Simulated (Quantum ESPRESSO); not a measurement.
Runs of Quantum ESPRESSO 7.5 on Be. The typed cell holds 2 atoms: a = 2.506 Å, b = 2.506 Å, c = 2.506 Å, α = 90.00°, β = 90.00°, γ = 90.00°. This isn't the form of Be at room conditions, which is hcp.

```csv
task,level,potentials or basis,cell,k mesh,cutoff (eV),smearing,most ionic steps,forc conv thr,etot conv thr,ion dynamics,ASE optimiser,mesh quality,gap on the mesh (eV),pressure (GPa),largest force (eV/Å)
relaxation of the atoms,RPBE+D3(BJ),JTH 2.0 LDA,atoms relaxed,11 × 11 × 11,490,cold 0.1 eV,40,0.0004 Ry/bohr,1e-05 Ry,bfgs,-,not flagged,none,-,-
single point,PBE,SSSP 1.3 efficiency PBE,as given,11 × 11 × 11,748,fermi-dirac 0.05 eV,-,-,-,-,-,not flagged,none,0.1,(a)
single point,rev-vdW-DF2,SG15 PBE 1.2,as given,11 × 11 × 11,952,gaussian 0.1 eV,-,-,-,-,-,not flagged,none,-1.9,0.41
relaxation of cell and atoms,BLYP+D3(BJ),SSSP 1.3 efficiency PBE,relaxed,6 × 6 × 6,748,methfessel-paxton 0.05 eV,-,-,-,-,BFGS,coarse,none,0.0,0.01
```

Alike in all rows: no spin polarisation.

Fill in the values left out.

(a) 0.43.

Caveats: some runs use coarse meshes; the potentials were made for another functional, which shifts forces and pressure (some runs); pairwise dispersion overbinds metals, which lowers pressure and volume (some runs); the cutoff is low for these files, which shifts pressure and relaxed volume (some runs).

A k mesh can miss the band edges.

A gap of «none» marks a metal or a gap under the smearing width.

Not every run made on this cell is shown here.
